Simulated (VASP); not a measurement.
# InP (F-43m) in VASP: further runs

Runs on InP. Level: LDA. Tasks: single point.

All numbers are computed with VASP 6.6.1; they aren't measurements. Logs are shortened: lines on timing, memory, paths and dates and some standing lists are left out, and cuts for length are marked.

**The experiment to reproduce.**

A printed reference work, data compilation reports, for a bulk crystal of InP at 1.6 K: band gap 1.4236 eV (direct).

How close the calculation comes is told below.

**1. The cell of the first run**

Symmetry: F-43m, No. 216, cubic system. Conventional cell: a = 5.619 Å, b = 5.619 Å, c = 5.619 Å, α = 90.00°, β = 90.00°, γ = 90.00°. Within 3.2 Å of In (site symmetry -43m) lie 4 P at 2.43 Å. Within 3.2 Å of P (site symmetry -43m) lie 4 In at 2.43 Å.

**2. Single point, LDA**

File INCAR:

```
PREC = Accurate ; ENCUT = 500
EDIFF = 1E-6 ; ISMEAR = 0
SIGMA = 0.01 ; LREAL = False
LASPH = True ; NELM = 120
ALGO = Normal ; ISIF = 2
LWAVE = False ; LCHARG = False
GGA = CA ; NBANDS = 16
GGA_COMPAT = False
```

File KPOINTS:

```
regular mesh
0
Gamma
  6 6 6
```

File POSCAR:

```
InP
1.0
    0.0000000000      2.8093955924      2.8093955924
    2.8093955924      0.0000000000      2.8093955924
    2.8093955924      2.8093955924      0.0000000000
In P
1 1
Direct
    0.0000000000      0.0000000000      0.0000000000
    0.2500000000      0.2500000000      0.2500000000
```

Potentials or basis: VASP PAW LDA potentials, release 64 (In_d, P).

On the command line:

```bash
> cat potpaw_LDA.64/In_d/POTCAR potpaw_LDA.64/P/POTCAR > POTCAR
> mpirun -np 1 vasp_std > vasp.out
```

OUTCAR:

```text
PREC = Accurate
   ENCUT = 500
   EDIFF = 1E-6
   ISMEAR = 0
   LREAL = False
   LASPH = True
   NELM = 120
   ISIF = 2
   GGA = CA

 ion  position               nearest neighbor table
   1  0.000  0.000  0.000-   2 2.43   2 2.43   2 2.43   2 2.43
   2  0.250  0.250  0.250-   1 2.43   1 2.43   1 2.43   1 2.43

  LATTYP: Found a face centered cubic cell.
 ALAT       =     5.6187911848

  Lattice vectors:

 A1 = (   0.0000000000,   2.8093955924,   2.8093955924)
 A2 = (   2.8093955924,   0.0000000000,   2.8093955924)
 A3 = (   2.8093955924,   2.8093955924,   0.0000000000)

Analysis of symmetry for initial positions (statically):
=====================================================================
 Subroutine PRICEL returns:
 Original cell was already a primitive cell.

 Routine SETGRP: Setting up the symmetry group for a
 face centered cubic supercell.

 Subroutine GETGRP returns: Found 24 space group operations
 (whereof 24 operations were pure point group operations)
 out of a pool of 48 trial point group operations.

The static configuration has the point symmetry T_d .

Analysis of symmetry for dynamics (positions and initial velocities):
=====================================================================
 Subroutine PRICEL returns:
 Original cell was already a primitive cell.

 Routine SETGRP: Setting up the symmetry group for a
 face centered cubic supercell.

 Subroutine GETGRP returns: Found 24 space group operations
 (whereof 24 operations were pure point group operations)
 out of a pool of 48 trial point group operations.

The dynamic configuration has the point symmetry T_d .

 Subroutine INISYM returns: Found 24 space group operations
 (whereof 24 operations are pure point group operations),
 and found     1 'primitive' translations

----------------------------------------------------------------------------------------

                                     Primitive cell

  volume of cell :      44.3475

  direct lattice vectors                    reciprocal lattice vectors
     0.000000000  2.809395592  2.809395592    -0.177974224  0.177974224  0.177974224
     2.809395592  0.000000000  2.809395592     0.177974224 -0.177974224  0.177974224
     2.809395592  2.809395592  0.000000000     0.177974224  0.177974224 -0.177974224

  length of vectors
     3.973085349  3.973085349  3.973085349     0.308260398  0.308260398  0.308260398

  position of ions in fractional coordinates (direct lattice)
     0.000000000  0.000000000  0.000000000
     0.250000000  0.250000000  0.250000000

  ion indices of the primitive-cell ions
   primitive index   ion index
                 1           1
                 2           2

----------------------------------------------------------------------------------------

 KPOINTS: regular mesh

Automatic generation of k-mesh.
 Grid dimensions read from file:
 generate k-points for:    6    6    6

 Generating k-lattice:

  Cartesian coordinates                     Fractional coordinates (reciprocal lattice)
    -0.029662371  0.029662371  0.029662371     0.166666667  0.000000000  0.000000000
     0.029662371 -0.029662371  0.029662371     0.000000000  0.166666667  0.000000000
     0.029662371  0.029662371 -0.029662371     0.000000000  0.000000000  0.166666667

  Length of vectors
     0.051376733  0.051376733  0.051376733

  Shift w.r.t. Gamma in fractional coordinates (k-lattice)
     0.000000000  0.000000000  0.000000000

 Subroutine IBZKPT returns following result:
 ===========================================

 Found     16 irreducible k-points:

 Following reciprocal coordinates:
            Coordinates               Weight
  0.000000  0.000000  0.000000      1.000000
  0.166667  0.000000  0.000000      8.000000
  0.333333  0.000000  0.000000      8.000000
  0.500000  0.000000  0.000000      4.000000
  0.166667  0.166667  0.000000      6.000000
  0.333333  0.166667  0.000000     24.000000
[... 8 lines left out ...]
 -0.333333  0.333333  0.166667     24.000000
 -0.333333  0.500000  0.166667     12.000000
   k-points           NKPTS =     16   k-points in BZ     NKDIM =     16   number of bands    NBANDS=     16
   number of dos      NEDOS =    301   number of ions     NIONS =      2
   total plane-waves  NPLWV =  27000
   dimension x,y,z NGX =    30 NGY =   30 NGZ =   30
   dimension x,y,z NGXF=    60 NGYF=   60 NGZF=   60
   ions per type =               1   1
   NGX,Y,Z   is equivalent  to a cutoff of  12.55, 12.55, 12.55 a.u.
   NGXF,Y,Z  is equivalent  to a cutoff of  25.11, 25.11, 25.11 a.u.
 SYSTEM =  unknown system
   PREC   = accura    normal or accurate (medium, high low for compatibility)
   ISTART =      0    job   : 0-new  1-cont  2-samecut
   ICHARG =      2    charge: 1-file 2-atom 10-const
   ISPIN  =      1    spin polarized calculation?
   LNONCOLLINEAR =      F non collinear calculations
   LSORBIT =      F    spin-orbit coupling
   LASPH  =      T    aspherical Exc in radial PAW
   ENCUT  =  500.0 eV  36.75 Ry    6.06 a.u.   7.24  7.24  7.24*2*pi/ulx,y,z
   NELM   =    120;   NELMIN=  2; NELMDL= -5     # of ELM steps
   EDIFF  = 0.1E-05   stopping-criterion for ELM
   LREAL  =      F    real-space projection
   EDIFFG = 0.1E-04   stopping-criterion for IOM
   NSW    =      0    number of steps for IOM
   IBRION =     -1    ionic relax: 0-MD 1-quasi-New 2-CG
   NFREE  =      0    steps in history (QN), initial steepest desc. (CG)
   ISIF   =      2    stress and relaxation
   ISYM   =      2    0-nonsym 1-usesym 2-fastsym
   POTIM  = 0.5000    time-step for ionic-motion
   TEBEG  =    0.0;   TEEND  =   0.0 temperature during run
   PSTRESS=    0.0 pullay stress
   NELECT =      18.0000    total number of electrons
   NUPDOWN=      -1.0000    fix difference up-down
   EMIN   =  10.00;   EMAX   =-10.00  energy-range for DOS
   EFERMI =   0.00;   METHOD = LEGACY
   ISMEAR =     0;   SIGMA  =   0.01  broadening in eV -4-tet -1-fermi 0-gaus
   EFERMI_NEDOS =   21; number of points for ismear=-14 and -15
   IALGO  =     38    algorithm
   IMIX   =      4    mixing-type and parameters
     AMIX     =   0.40;   BMIX     =  1.00
     AMIX_MAG =   1.60;   BMIX_MAG =  1.00
  volume/ion in A,a.u.               =      22.17       149.64
  Fermi-wavevector in a.u.,A,eV,Ry     =   1.212112  2.290560 19.989892  1.469216
  Thomas-Fermi vector in A             =   2.347606
   LORBIT       =      0    0 simple, 1 ext, 2 COOP (PROOUT), +10 PAW based schemes
   GGA     = CA    functional components
   LHFCALC =     F    Hartree Fock is set to
   AEXX    =    0.0000 exact exchange contribution
   IVDW    =     0    specifies the selected vdW correction
   LEPSILON=     F    determine dielectric tensor
   LRPA    =     F    only Hartree local field effects (RPA)
 non-spin polarized calculation
 Gauss-broadening in eV      SIGMA  =   0.01
  energy-cutoff  :      500.00
  volume of cell :       44.35
 maximum number of plane-waves:      1158
 NGX is ok and might be reduce to    30
   NGX = 15   NGY = 15   NGZ = 15

 number of electron      17.9999999 magnetization

 Free energy of the ion-electron system (eV)
  ---------------------------------------------------
  ext. energy  EPLUGINS =         0.00000000
  ---------------------------------------------------
  free energy    TOTEN  =        -9.51276742 eV

  energy without entropy =       -9.51276742  energy(sigma->0) =       -9.51276742

 E-fermi :   6.6536     XC(G=0): -10.1664

 val. band max:        6.5267877995   @ k =   0.0000   0.0000   0.0000
 cond. band min:       7.7091819353   @ k =   0.0000   0.0000   0.0000
 fundamental gap:      1.1823941358
 Fermi energy:         6.6536010107

 k-point     1 :       0.0000    0.0000    0.0000
  band No.  band energies     occupation
      1      -8.0121      2.00000
      2      -8.0121      2.00000
      3      -8.0121      2.00000
      4      -7.7826      2.00000
      5      -7.7826      2.00000
      6      -5.9749      2.00000
[... 8 lines left out ...]
     15      16.1665      0.00000
     16      16.1665      0.00000

 k-point     2 :       0.1667    0.0000    0.0000
  band No.  band energies     occupation
      1      -8.0674      2.00000
      2      -7.9929      2.00000
      3      -7.9929      2.00000
      4      -7.7822      2.00000
      5      -7.7822      2.00000
      6      -5.5882      2.00000
[... 8 lines left out ...]
     15      15.1769      0.00000
     16      16.1553      0.00000

 k-point     3 :       0.3333    0.0000    0.0000
  band No.  band energies     occupation
      1      -8.1619      2.00000
      2      -7.9630      2.00000
      3      -7.9630      2.00000
      4      -7.7722      2.00000
      5      -7.7722      2.00000
      6      -4.5756      2.00000
[... 8 lines left out ...]
     15      15.7368      0.00000
     16      15.7368      0.00000

 k-point     4 :       0.5000    0.0000    0.0000
  band No.  band energies     occupation
      1      -8.2040      2.00000
      2      -7.9533      2.00000
      3      -7.9533      2.00000
      4      -7.7615      2.00000
      5      -7.7615      2.00000
      6      -3.7567      2.00000
[... 8 lines left out ...]
     15      17.4069      0.00000
     16      17.4069      0.00000
[... 172 lines left out ...]
 k-point    14 :       0.5000    0.3333    0.1667
  band No.  band energies     occupation
      1      -8.2157      2.00000
      2      -7.9296      2.00000
      3      -7.9004      2.00000
      4      -7.8173      2.00000
      5      -7.7546      2.00000
      6      -3.7844      2.00000
[... 8 lines left out ...]
     15      18.1076      0.00000
     16      18.7302      0.00000

 k-point    15 :      -0.3333    0.3333    0.1667
  band No.  band energies     occupation
      1      -8.2290      2.00000
      2      -7.9306      2.00000
      3      -7.8842      2.00000
      4      -7.8079      2.00000
      5      -7.7627      2.00000
      6      -3.1085      2.00000
[... 8 lines left out ...]
     15      17.9888      0.00000
     16      18.5852      0.00000

 k-point    16 :      -0.3333    0.5000    0.1667
  band No.  band energies     occupation
      1      -8.2550      2.00000
      2      -7.9011      2.00000
      3      -7.8684      2.00000
      4      -7.8287      2.00000
      5      -7.7493      2.00000
      6      -2.8317      2.00000
[... 8 lines left out ...]
     15      18.1857      0.00000
     16      18.9838      0.00000

------------------------ aborting loop because EDIFF is reached ----------------------------------------

  FORCE on cell =-STRESS in cart. coord.  units (eV):
  Direction    XX          YY          ZZ          XY          YZ          ZX
  --------------------------------------------------------------------------------------
  -------------------------------------------------------------------------------------
  Total        2.7729187      2.7729187      2.7729187      0.0000000     -0.0000000      0.0000000
  in kB      100.1795398    100.1795398    100.1795398      0.0000000     -0.0000000      0.0000000
  external PRESSURE =     100.1795398 kB  Pullay stress =       0.0000000 kB

 VOLUME and BASIS-vectors are now :
 -----------------------------------------------------------------------------
  energy-cutoff  :      500.00
  volume of cell :       44.35
      direct lattice vectors                 reciprocal lattice vectors
     0.000000000  2.809395592  2.809395592    -0.177974224  0.177974224  0.177974224
     2.809395592  0.000000000  2.809395592     0.177974224 -0.177974224  0.177974224
     2.809395592  2.809395592  0.000000000     0.177974224  0.177974224 -0.177974224

 POSITION                                       TOTAL-FORCE (eV/Angst)
 -----------------------------------------------------------------------------------
      0.00000      0.00000      0.00000         0.000000      0.000000      0.000000
      1.40470      1.40470      1.40470        -0.000000     -0.000000     -0.000000
 -----------------------------------------------------------------------------------
    total drift:                                0.000000      0.000000      0.000000

  FREE ENERGIE OF THE ION-ELECTRON SYSTEM (eV)
  ---------------------------------------------------
  free  energy   TOTEN  =        -9.5127674175 eV

  energy  without entropy=       -9.5127674175  energy(sigma->0) =       -9.51276742
```

Run time: 6.7 s. Hardware: 1 thread of Intel Xeon Platinum 8488C (Sapphire Rapids), shared host; peak memory 0.14 GiB.

Results:

```yaml
Free_energy: -9.5128 eV
Pressure: 10.0 GPa
Band_gap_on_the_k_mesh: 1.18 eV, direct
```

Caveat: spin-orbit coupling is left out, which moves the levels of the heavy elements.

**3. Single point, LDA**

This run uses another cell than the first one, of 24.08 Å³/atom, 1.086 times its volume.

File INCAR:

```
SYSTEM = InP
PREC     = Accurate       ! precision mode
ENCUT    = 500            ! plane-wave cutoff, eV
EDIFF    = 1E-6           ! SCF threshold, eV
ISMEAR   = 0              ! smearing method
SIGMA    = 0.01           ! smearing width, eV
LREAL    = .FALSE.        ! projectors in reciprocal space
LASPH    = .TRUE.         ! aspherical terms in the spheres
NELM     = 120            ! most SCF steps
ALGO     = Normal         ! electronic algorithm
ISIF     = 2              ! what is computed and relaxed
LWAVE    = .FALSE.        ! write WAVECAR
LCHARG   = .FALSE.        ! write CHGCAR
NBANDS   = 16             ! bands
GGA_COMPAT= .FALSE.
```

File KPOINTS:

```
Automatic mesh
0
G
  6 6 6
  0 0 0
```

File POSCAR:

```
InP
1.0
    0.0000000000      2.8877373400      2.8877373400
    2.8877373400      0.0000000000      2.8877373400
    2.8877373400      2.8877373400      0.0000000000
In P
1 1
Direct
    0.0000000000      0.0000000000      0.0000000000
    0.2500000000      0.2500000000      0.2500000000
```

Potentials or basis: VASP PAW LDA potentials, release 64 (In_d, P).

On the command line:

```bash
> cat potpaw_LDA.64/In_d/POTCAR potpaw_LDA.64/P/POTCAR > POTCAR
> mpirun -np 1 vasp_std > vasp.out
```

It took 6.7 s on 1 thread of Intel Xeon Platinum 8488C (Sapphire Rapids), shared host; peak memory 0.14 GiB.

Results (log left out):

```
Free energy            : -9.6512 eV
Pressure               : 2.0 GPa
Band gap on the k mesh : 0.75 eV, direct
```

Levels at points of the mesh, in eV from the valence-band top:
```tsv
k point	band 7	band 8	band 9	band 10	band 11	band 12
(0.00, 0.00, 0.00)	0.00	0.00	0.00	0.75	3.95	3.95
(0.50, 0.00, 0.00)	-6.08	-1.06	-1.06	1.43	4.70	4.70
(0.50, 0.50, 0.00)	-6.06	-2.52	-2.52	1.52	2.11	9.27
```

Caveat: spin-orbit coupling is left out, which moves the levels of the heavy elements.

**4. Comparison with measurements**

Step 3. Measured gap of InP: 1.4236 eV (direct; 1.6 K; a printed reference work, data compilation). This calculation gives 0.75 eV (-0.68 eV). Spin-orbit coupling on In is left out. The value is that of LDA, without temperature or zero-point motion. Semilocal functionals fall short of measured gaps as a rule.
